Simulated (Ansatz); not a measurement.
**Compressing Sb: a fit and a missing row**

Sb, R-3m, a = 4.376 Å, c = 11.529 Å. Ansatz: PBE, PAW, 420 eV, Γ-centred 12×12×12 mesh on 2 atoms, Gaussian smearing 0.10 eV; no spin polarisation. Shape and atoms are relaxed at each volume; pressure is positive in compression.

| V (Å³/atom) | P (GPa) |
| --- | --- |
| 29.948 | ? |
| 30.903 | 1.08 |
| 31.859 | 0.00 |
| 32.815 | -0.79 |
| 33.771 | -1.37 |

Take V0 = 31.859 Å³/atom, fit the third-order Birch–Murnaghan form to the other rows, and predict the missing pressure.

With the Eulerian strain f = ½[(V0/V)^(2/3) − 1] and y = P/[3f(1 + 2f)^(5/2)], the form is the line y = B0 + 1.5 B0 (B0′ − 4) f. Rows (f, y): 0.01026, 33.4; -0.00976, 28.3; -0.01905, 26.4. Means f = -0.006183, y = 29.367; Σ(Δf)² = 0.0004487, ΣΔfΔy = 0.1083; the slope is their ratio. y = 30.86 + 241.4 f GPa, so B0 = 30.9 GPa and B0′ = 4 + 2 × (241.4)/(3 × 30.86) = 9.21. At V = 29.948, f = 0.02105, y = 35.94 and P = 2.52 GPa. The run gave 2.39 GPa, so the fit is 0.13 GPa too high, 3.5 % of the span of the series, against an rms of 0.005 GPa on the fitted rows. The row lies outside the fitted range. The records show no cause, and too few rows are left to test a further term. A B0′ outside 2 to 8 is unusual except in layered or molecular crystals, and here it hangs on few rows.